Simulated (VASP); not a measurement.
# Pt (Fm-3m) in VASP: notebook

The runs below take Pt through relaxation of cell and atoms, with optB88-vdW, vdW-DF2.

Everything below comes from runs of VASP 6.6.1. Logs are shortened: lines on timing, memory, paths and dates and some standing lists are left out, and cuts for length are marked.

### Step 1. Starting point

Symmetry: Fm-3m, No. 225, cubic system. Conventional cell: a = 3.922 Å, b = 3.922 Å, c = 3.922 Å, α = 90.00°, β = 90.00°, γ = 90.00°. Pt (site symmetry m-3m) is surrounded by 12 Pt at 2.77 Å.

### Step 2. Relaxation of cell and atoms, optB88-vdW

INCAR

```
PREC = Accurate
ENCUT = 600
EDIFF = 1E-7
ISMEAR = -1
SIGMA = 0.05
LREAL = F
LASPH = T
NELM = 80
ALGO = Normal
ISIF = 3
LWAVE = F
LCHARG = F
GGA = BO
LUSE_VDW = T
AGGAC = 0.0
PARAM1 = 0.1833333333
PARAM2 = 0.22
IBRION = 2
NSW = 60
EDIFFG = -0.01
```

KPOINTS

```
Automatic mesh
0
Gamma
  12 12 12
```

POSCAR

```
Pt
1.0
    0.0000000000      1.9609000000      1.9609000000
    1.9609000000      0.0000000000      1.9609000000
    1.9609000000      1.9609000000      0.0000000000
Pt
1
Direct
    0.0000000000      0.0000000000      0.0000000000
```

Potentials or basis: VASP PAW PBE potentials, release 64 (Pt).

Run with:

```console
$ cat potpaw_PBE.64/Pt/POTCAR > POTCAR
$ mpirun -np 1 vasp_std > vasp.out
```

OUTCAR:

```text
PREC = Accurate
   ENCUT = 600
   EDIFF = 1E-7
   ISMEAR = -1
   LREAL = F
   LASPH = T
   NELM = 80
   ISIF = 3
   GGA = BO
   IBRION = 2
   NSW = 60
   EDIFFG = -0.01

 ion  position               nearest neighbor table
   1  0.000  0.000  0.000-

  LATTYP: Found a face centered cubic cell.
 ALAT       =     3.9218000000

  Lattice vectors:

 A1 = (   0.0000000000,   1.9609000000,   1.9609000000)
 A2 = (   1.9609000000,   0.0000000000,   1.9609000000)
 A3 = (   1.9609000000,   1.9609000000,   0.0000000000)

Analysis of symmetry for initial positions (statically):
=====================================================================
 Subroutine PRICEL returns:
 Original cell was already a primitive cell.

 Routine SETGRP: Setting up the symmetry group for a
 face centered cubic supercell.

 Subroutine GETGRP returns: Found 48 space group operations
 (whereof 48 operations were pure point group operations)
 out of a pool of 48 trial point group operations.

The static configuration has the point symmetry O_h .

Analysis of symmetry for dynamics (positions and initial velocities):
=====================================================================
 Subroutine PRICEL returns:
 Original cell was already a primitive cell.

 Routine SETGRP: Setting up the symmetry group for a
 face centered cubic supercell.

 Subroutine GETGRP returns: Found 48 space group operations
 (whereof 48 operations were pure point group operations)
 out of a pool of 48 trial point group operations.

The dynamic configuration has the point symmetry O_h .

 Subroutine INISYM returns: Found 48 space group operations
 (whereof 48 operations are pure point group operations),
 and found     1 'primitive' translations

----------------------------------------------------------------------------------------

                                     Primitive cell

  volume of cell :      15.0798

  direct lattice vectors                    reciprocal lattice vectors
     0.000000000  1.960900000  1.960900000    -0.254984956  0.254984956  0.254984956
     1.960900000  0.000000000  1.960900000     0.254984956 -0.254984956  0.254984956
     1.960900000  1.960900000  0.000000000     0.254984956  0.254984956 -0.254984956

  length of vectors
     2.773131374  2.773131374  2.773131374     0.441646899  0.441646899  0.441646899

  position of ions in fractional coordinates (direct lattice)
     0.000000000  0.000000000  0.000000000

  ion indices of the primitive-cell ions
   primitive index   ion index
                 1           1

----------------------------------------------------------------------------------------

 KPOINTS: Automatic mesh

Automatic generation of k-mesh.
 Grid dimensions read from file:
 generate k-points for:   12   12   12

 Generating k-lattice:

  Cartesian coordinates                     Fractional coordinates (reciprocal lattice)
    -0.021248746  0.021248746  0.021248746     0.083333333  0.000000000  0.000000000
     0.021248746 -0.021248746  0.021248746     0.000000000  0.083333333  0.000000000
     0.021248746  0.021248746 -0.021248746     0.000000000  0.000000000  0.083333333

  Length of vectors
     0.036803908  0.036803908  0.036803908

  Shift w.r.t. Gamma in fractional coordinates (k-lattice)
     0.000000000  0.000000000  0.000000000

 Subroutine IBZKPT returns following result:
 ===========================================

 Found     72 irreducible k-points:

 Following reciprocal coordinates:
            Coordinates               Weight
  0.000000  0.000000  0.000000      1.000000
  0.083333  0.000000  0.000000      8.000000
  0.166667  0.000000  0.000000      8.000000
  0.250000  0.000000  0.000000      8.000000
  0.333333  0.000000  0.000000      8.000000
  0.416667  0.000000  0.000000      8.000000
[... 16 lines left out ...]
  0.500000  0.166667  0.000000     24.000000
 -0.416667  0.166667  0.000000     24.000000
 [... further k-points ...]
   k-points           NKPTS =     72   k-points in BZ     NKDIM =     72   number of bands    NBANDS=      9
   number of dos      NEDOS =    301   number of ions     NIONS =      1
   total plane-waves  NPLWV =  13824
   dimension x,y,z NGX =    24 NGY =   24 NGZ =   24
   dimension x,y,z NGXF=    48 NGYF=   48 NGZF=   48
   ions per type =               1
   NGX,Y,Z   is equivalent  to a cutoff of  14.39, 14.39, 14.39 a.u.
   NGXF,Y,Z  is equivalent  to a cutoff of  28.78, 28.78, 28.78 a.u.
 SYSTEM =  unknown system
   PREC   = accura    normal or accurate (medium, high low for compatibility)
   ISTART =      0    job   : 0-new  1-cont  2-samecut
   ICHARG =      2    charge: 1-file 2-atom 10-const
   ISPIN  =      1    spin polarized calculation?
   LNONCOLLINEAR =      F non collinear calculations
   LSORBIT =      F    spin-orbit coupling
   LASPH  =      T    aspherical Exc in radial PAW
   ENCUT  =  600.0 eV  44.10 Ry    6.64 a.u.   5.54  5.54  5.54*2*pi/ulx,y,z
   NELM   =     80;   NELMIN=  2; NELMDL= -5     # of ELM steps
   EDIFF  = 0.1E-06   stopping-criterion for ELM
   LREAL  =      F    real-space projection
   EDIFFG = -.1E-01   stopping-criterion for IOM
   NSW    =     60    number of steps for IOM
   IBRION =      2    ionic relax: 0-MD 1-quasi-New 2-CG
   NFREE  =      1    steps in history (QN), initial steepest desc. (CG)
   ISIF   =      3    stress and relaxation
   ISYM   =      2    0-nonsym 1-usesym 2-fastsym
   POTIM  = 0.5000    time-step for ionic-motion
   TEBEG  =    0.0;   TEEND  =   0.0 temperature during run
   PSTRESS=    0.0 pullay stress
   NELECT =      10.0000    total number of electrons
   NUPDOWN=      -1.0000    fix difference up-down
   EMIN   =  10.00;   EMAX   =-10.00  energy-range for DOS
   EFERMI =   0.00;   METHOD = LEGACY
   ISMEAR =    -1;   SIGMA  =   0.05  broadening in eV -4-tet -1-fermi 0-gaus
   EFERMI_NEDOS =   21; number of points for ismear=-14 and -15
   IALGO  =     38    algorithm
   IMIX   =      4    mixing-type and parameters
     AMIX     =   0.40;   BMIX     =  1.00
     AMIX_MAG =   1.60;   BMIX_MAG =  1.00
  volume/ion in A,a.u.               =      15.08       101.76
  Fermi-wavevector in a.u.,A,eV,Ry     =   1.427609  2.697791 27.729605  2.038068
  Thomas-Fermi vector in A             =   2.547760
   LORBIT       =      0    0 simple, 1 ext, 2 COOP (PROOUT), +10 PAW based schemes
   GGA     = BO    functional components
   LHFCALC =     F    Hartree Fock is set to
   AEXX    =    0.0000 exact exchange contribution
   IVDW_NL    =     1    kernel type
   BPARAM     = 6.3000
   IVDW    =     0    specifies the selected vdW correction
   LEPSILON=     F    determine dielectric tensor
   LRPA    =     F    only Hartree local field effects (RPA)
 conjugate gradient relaxation of ions
 non-spin polarized calculation
  energy-cutoff  :      600.00
  volume of cell :       15.08
 maximum number of plane-waves:       531
 NGX is ok and might be reduce to    24
   NGX = 11   NGY = 11   NGZ = 11

--------------------------------------- Ionic step        1  -------------------------------------------

 number of electron      10.0000000 magnetization

 Free energy of the ion-electron system (eV)
  ---------------------------------------------------
  ext. energy  EPLUGINS =         0.00000000
  ---------------------------------------------------
  free energy    TOTEN  =        -3.49339700 eV

  energy without entropy =       -3.47813588  energy(sigma->0) =       -3.48576644

------------------------ aborting loop because EDIFF is reached ----------------------------------------

  FORCE on cell =-STRESS in cart. coord.  units (eV):
  Direction    XX          YY          ZZ          XY          YZ          ZX
  --------------------------------------------------------------------------------------
  -------------------------------------------------------------------------------------
  Total        1.1729235      1.1729235      1.1729235      0.0000000      0.0000000      0.0000000
  in kB      124.6189011    124.6189011    124.6189011      0.0000000      0.0000000      0.0000000
  external PRESSURE =     124.6189011 kB  Pullay stress =       0.0000000 kB
[... 22 lines left out ...]
Total vdW correction in eV:      1.2334964

--------------------------------------- Ionic step        2  -------------------------------------------

 number of electron      10.0000001 magnetization

 E-fermi :   8.2660     XC(G=0): -12.4814

 val. band max:        8.2643695017   @ k =  -0.4167   0.4167   0.1667
 cond. band min:       8.2703190734   @ k =   0.5000   0.4167   0.0833
 fundamental gap:      0.0059495717
 Fermi energy:         8.2660440455

 k-point     1 :       0.0000    0.0000    0.0000
  band No.  band energies     occupation
      1      -0.1672      2.00000
      2       5.3758      2.00000
      3       5.3758      2.00000
      4       5.3758      2.00000
      5       7.0051      2.00000
      6       7.0051      2.00000
      7      23.4725      0.00000
      8      27.3468      0.00000
      9      27.3468      0.00000
[... 347 lines left out ...]
Total vdW correction in eV:      1.2846066

--------------------------------------- Ionic step        4  -------------------------------------------

 number of electron      10.0000001 magnetization

 Free energy of the ion-electron system (eV)
  ---------------------------------------------------
  ext. energy  EPLUGINS =         0.00000000
  ---------------------------------------------------
  free energy    TOTEN  =        -3.51889725 eV

  energy without entropy =       -3.50290600  energy(sigma->0) =       -3.51090163

 E-fermi :  10.3402     XC(G=0): -13.1710

 val. band max:       10.3355536534   @ k =  -0.2500   0.4167   0.1667
 cond. band min:      10.3402419568   @ k =  -0.4167   0.4167   0.1667
 fundamental gap:      0.0046883034
 Fermi energy:        10.3402322657

 k-point     1 :       0.0000    0.0000    0.0000
  band No.  band energies     occupation
      1       0.6828      2.00000
      2       6.8131      2.00000
      3       6.8131      2.00000
      4       6.8131      2.00000
      5       8.8044      2.00000
      6       8.8045      2.00000
      7      25.3564      0.00000
      8      29.9143      0.00000
      9      29.9143      0.00000
[... 304 lines left out ...]
  FREE ENERGIE OF THE ION-ELECTRON SYSTEM (eV)
  ---------------------------------------------------
  free  energy   TOTEN  =        -3.5188972532 eV

  energy  without entropy=       -3.5029060014  energy(sigma->0) =       -3.51090163

Total vdW correction in eV:      1.2822755

 reached required accuracy - stopping structural energy minimisation
```

Wall time 98 s (1 thread of Intel Xeon Platinum 8375C at 2.90GHz (Ice Lake), shared host); peak memory 0.27 GiB.

What came out:

- Free energy: -3.5189 eV
- Relaxed volume: 15.77 Å³/atom
- Relaxed cell: a = 2.815 Å, b = 2.815 Å, c = 2.815 Å, α = 60.00°, β = 60.00°, γ = 60.00°
- Space group after relaxing (to 0.05 Å): Fm-3m (No. 225)
- Energy gained by relaxing: 25.5 meV/atom
- Ionic steps: 4
- Pressure after relaxing: -0.1 GPa
- Band gap on the k mesh: none (metal or under the smearing width)

The path:
| step | energy change (eV) | largest force (eV/Å) | pressure (GPa) | volume (Å³) |
| --- | --- | --- | --- | --- |
| 1 | 0.0000 | 0.0000 | 12.46 | 15.08 |
| 2 | 0.1268 | 0.0000 | -21.21 | 17.79 |
| 3 | -0.0254 | 0.0000 | -0.57 | 15.81 |
| 4 | -0.0255 | 0.0000 | -0.05 | 15.77 |

Final structure:
```cif
data_structure
_symmetry_space_group_name_H-M 'P 1'
_symmetry_Int_Tables_number 1
_cell_length_a 2.8149
_cell_length_b 2.8149
_cell_length_c 2.8149
_cell_angle_alpha 60.000
_cell_angle_beta 60.000
_cell_angle_gamma 60.000
_cell_volume 15.77
loop_
_atom_site_label
_atom_site_type_symbol
_atom_site_fract_x
_atom_site_fract_y
_atom_site_fract_z
_atom_site_occupancy
Pt1 Pt 0.00000 0.00000 0.00000 1
```

Caveat: the PAW data sets were made with another functional, which shifts forces and pressure a little.

### Step 3. Relaxation of cell and atoms, vdW-DF2

INCAR

```
  AGGAC = 0.0
  ALGO = Normal
  EDIFF = 1E-6
  EDIFFG = -0.02
  ENCUT = 600
  GGA = ML
  IBRION = 2
  ISIF = 3
  ISMEAR = -1
  LASPH = T
  LCHARG = F
  LREAL = F
  LUSE_VDW = T
  LWAVE = F
  NELM = 100
  NSW = 40
  PREC = Accurate
  SIGMA = 0.05
  ZAB_VDW = -1.8867
```

KPOINTS

```
k-points
0
Gamma
  12 12 12
```

POSCAR is that of step 2.

Potentials or basis: VASP PAW PBE potentials, release 64 (Pt).

Run with:

```console
$ cat potpaw_PBE.64/Pt/POTCAR > POTCAR
$ mpirun -np 1 vasp_std > vasp.out
```

It took 1.8 min on 1 thread of Intel Xeon Platinum 8375C at 2.90GHz (Ice Lake), shared host; peak memory 0.27 GiB.

It converged, with:

| Item | Value |
| --- | --- |
| Free energy | -2.6332 eV |
| Relaxed volume | 17.36 Å³/atom |
| Relaxed cell | a = 2.907 Å, b = 2.907 Å, c = 2.907 Å, α = 60.00°, β = 60.00°, γ = 60.00° |
| Space group after relaxing (to 0.05 Å) | Fm-3m (No. 225) |
| Energy gained by relaxing | 223.0 meV/atom |
| Ionic steps | 5 |
| Pressure after relaxing | 0.0 GPa |
| Band gap on the k mesh | none (metal or under the smearing width) |

Step by step:
```tsv
step	energy change (eV)	largest force (eV/Å)	pressure (GPa)	volume (Å³)
1	0.0000	0.0000	36.38	15.08
2	0.4352	0.0000	-22.53	23.85
3	-0.2204	0.0000	-2.84	17.66
4	-0.2229	0.0000	-0.68	17.43
5	-0.2230	0.0000	-0.01	17.36
```

Final structure:
```
CELL_PARAMETERS angstrom
0.00000 2.05530 2.05530
2.05530 0.00000 2.05530
2.05530 2.05530 0.00000
ATOMIC_POSITIONS crystal
Pt 0.00000 0.00000 0.00000
```

Levels at points of the mesh, in eV from the Fermi level:
```csv
k point,band 3,band 4,band 5,band 6,band 7,band 8
"(0.00, 0.00, 0.00)",-3.00,-3.00,-1.33,-1.33,15.27,19.23
"(0.50, 0.00, 0.00)",-3.05,0.00,0.00,0.38,4.81,14.85
"(0.50, 0.50, 0.00)",-0.05,0.36,0.36,2.29,7.38,11.05
```

Caveat: the volume moved by over 15 % at a fixed basis, so the end points are rough; the PAW data sets were made with another functional, which shifts forces and pressure a little; the volume moved by +15 % from the deposited cell, more than functionals usually miss. Zero-point motion and thermal expansion aren't in these numbers.

### Step 4. The reference run

An earlier run on the cell as given: functional PBE; potentials or basis VASP PAW PBE potentials, release 64 (Pt); cutoff 520 eV; k mesh 12 × 12 × 12; occupations fermi-dirac, width 0.05 eV; no spin polarisation.

- Pressure: 9.7 GPa
- Band gap on the k mesh: none (metal or under the smearing width)

### Step 5. Summary

| task | level | cell | cutoff (eV) | gap on the mesh (eV) | pressure (GPa) | relaxed volume (Å³/atom) |
| --- | --- | --- | --- | --- | --- | --- |
| relaxation of cell and atoms | optB88-vdW | relaxed | 600 | none | -0.1 | 15.77 |
| relaxation of cell and atoms | vdW-DF2 | relaxed | 600 | none | 0.0 | 17.36 |
| single point | PBE | as given | 520 | none | 9.7 | - |

Alike in all rows: potentials or basis VASP PAW PBE potentials, release 64 (Pt); no spin polarisation; k mesh 12 × 12 × 12; smearing fermi-dirac 0.05 eV.

Caveats: the PAW data sets were made with another functional, which shifts forces and pressure a little (some runs); the volume moved by over 15 % at a fixed basis, so the end points are rough (some runs); the volume moved by +15 % from the deposited cell, more than functionals usually miss (some runs).

Total energies depend on the potentials used, so only differences within one code and one set of settings carry meaning.
